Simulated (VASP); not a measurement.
TaN: single point with PBEsol+U

Crystal: TaN.

```
Ta N
1.0
     0.00000    2.17900    2.17900
     2.17900    0.00000    2.17900
     2.17900    2.17900    0.00000
Ta N
1 1
Cartesian
  2.1790 2.1790 2.1790
  0.0000 0.0000 0.0000
```

```
Program                : VASP 6.6.1
Task                   : single point
Functional             : PBEsol
Potentials or basis    : VASP PAW PBE potentials, release 64 (Ta_pv, N)
Cutoff                 : 520 eV
k mesh                 : 7 × 7 × 7
Occupations            : gaussian, width 0.05 eV
Spin                   : collinear spin, ferromagnetic start
Starting moments       : [0.5, 0.0] μB
Fixed moment           : 4 μB
Hubbard terms          : Ta d U = 6 eV
Further INCAR settings : ALGO = Normal; EDIFF = 1e-06; NBANDS = 19
```

| Property | Result |
| --- | --- |
| Pressure | 113.9 GPa |
| Net moment | 4.00 μB per cell |
| Site moments | Ta +2.28; N +0.81 μB |
| Valence electrons inside the program's atomic spheres | Ta 9.31; N 3.75 |

Eigenvalues of the final occupation matrices:
| site | spin | trace | eigenvalues |
| --- | --- | --- | --- |
| site 1 d | 1 | 2.57 | 0.18 0.18 0.74 0.74 0.74 |
| site 1 d | 2 | 0.34 | 0.03 0.03 0.03 0.12 0.12 |

It took 15 s on 1 thread of Intel(R) Xeon(R) Platinum 8259CL CPU @ 2.50GHz (Skylake/Cascade Lake) (shared host), peak memory 0.15 GiB.

Caveat: the moment is held away from its start; a pressure of tens of GPa on the cell as given is suspect, and the run, the potentials or the cell itself is likely at fault; the PAW data sets were made with another functional, which shifts forces and pressure a little; the total moment is fixed, so each spin has its own Fermi level. The run has no spin-orbit coupling, so splittings on Ta are missing.
